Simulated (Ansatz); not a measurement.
# NaH under changes of volume

One of the cells (14.527 Å³/atom); the others are scaled copies at fixed shape and fractional positions:

```
Na H
1.0
     0.00000    2.44000    2.44000
     2.44000    0.00000    2.44000
     2.44000    2.44000    0.00000
Na H
1 1
Direct
  0.00000 0.00000 0.00000
  0.50000 0.50000 0.50000
```

```yaml
Program: Ansatz 0.2.0
Functional: PBE0
Potentials_or_basis: Ansatz PAW
Cutoff: "420 eV (not typed: the program's choice for these potentials)"
k_mesh: 6 × 6 × 6
Occupations: fermi-dirac, width 0.05 eV
Spin: no spin polarisation
```

| volume (Å³/atom) | energy over the lowest point (meV/atom) | pressure (GPa) | gap on the mesh (eV) |
| --- | --- | --- | --- |
| 13.655 | ? | ? | ? |
| 13.946 | 0.00 | -0.1 | 5.60 |
| 14.236 | 0.62 | -0.6 | 5.55 |
| 14.527 | 2.06 | -1.0 | 5.51 |
| 14.817 | 4.26 | -1.4 | 5.47 |
| 15.108 | 7.11 | -1.7 | 5.43 |
| 15.398 | 10.56 | -2.1 | 5.39 |

Problem. What does the run at 13.655 Å³/atom give?

Solution. Energy over the lowest point 0.25 meV/atom; pressure 0.4 GPa; gap on the mesh 5.64 eV.

Worked out: A Birch-Murnaghan fit of order 3 (a polynomial in V^(-2/3)) to the other rows has its minimum at 13.89 Å³/atom, just outside them, with B0 = V·E''(V) = 25 GPa and B' = 4.3. It gives 0.31 meV/atom at 13.655 Å³/atom, against the run's 0.25, and -dE/dV = 0.4 GPa, against 0.4. A straight line through the other rows of the gap, of slope -2.09 eV per unit of ln V, extrapolates to 5.64 eV, against the run's 5.64.

Energies are extrapolated to zero smearing.

Caveats: the PAW data sets come from PBE, with cores solved anew for the run's functional, which leaves a small shift of forces and pressure; the thresholds are loose for stress.

A mesh can miss the band edges.
